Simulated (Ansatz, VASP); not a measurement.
# Ta: VASP beside Ansatz

INCAR

```
SYSTEM = Ta
PREC = Accurate
ENCUT = 600
EDIFF = 1E-6
ISMEAR = -1
SIGMA = 0.1
LREAL = .False.
LASPH = .True.
NELM = 60
ALGO = Normal
ISIF = 3
LWAVE = .False.
LCHARG = .False.
GGA = RP
IBRION = 2
NSW = 80
EDIFFG = -0.01
```

Contents of KPOINTS:

```
Automatic mesh
0
Gamma
  13 13 13
  0 0 0
```

Contents of POSCAR:

```
Ta
1.0
   -1.6529000000      1.6529000000      1.6529000000
    1.6529000000     -1.6529000000      1.6529000000
    1.6529000000      1.6529000000     -1.6529000000
Ta
1
Direct
    0.0000000000      0.0000000000      0.0000000000
```

Input for Ansatz:

```yaml
crystal:
  lattice:
    - [-1.6529, 1.6529, 1.6529]
    - [1.6529, -1.6529, 1.6529]
    - [1.6529, 1.6529, -1.6529]
  atoms:
    - { symbol: Ta, position: [0.0, 0.0, 0.0] }
hamiltonian:
  xc: rpbe
  pseudopotentials:
    kind: paw
    azcp:
      Ta: "pseudopotentials/Ta.paw.azcp"
basis:
  ecutwfc: 420
  fft_grid_basis: typed
kpoints:
  mp_grid: { grid: [13, 13, 13], shift: [0, 0, 0] }
magnetization:
  spin_polarized: false
scf:
  occupations: { method: fermi_dirac, width: 0.1 }
relax:
  max_steps: 60
  f_tol: 0.01
  cell: {}
```

Alike in both runs: task relaxation of cell and atoms; functional RPBE; k mesh 13 × 13 × 13; occupations fermi-dirac, width 0.1 eV; no spin polarisation.

|  | VASP | Ansatz |
| --- | --- | --- |
| version | VASP 6.6.1 | Ansatz 0.2.0 |
| potentials or method | VASP PAW PBE potentials, release 64 (Ta_pv) | plane waves (420 eV) with PAW, scalar-relativistic |
| plane-wave cutoff (eV) | 600 | 420 |
| valence electrons in the cell | 11 | 13 |

```csv
,VASP,Ansatz,Ansatz less VASP
relaxed volume (Å³/atom),18.65,18.64,-0.009
relaxed cell length with the largest relative difference (Å),2.894,2.893,-0.0005
energy change over the relaxation (meV/atom),-11,-11,+0.3
```

The two sets of potentials don't hold the same shells in valence.

Caveats: the PAW data sets were made with another functional, which shifts forces and pressure a little (VASP). Zero-point motion and thermal expansion aren't in these numbers. RPBE and its kin give volumes clearly too large for solids.
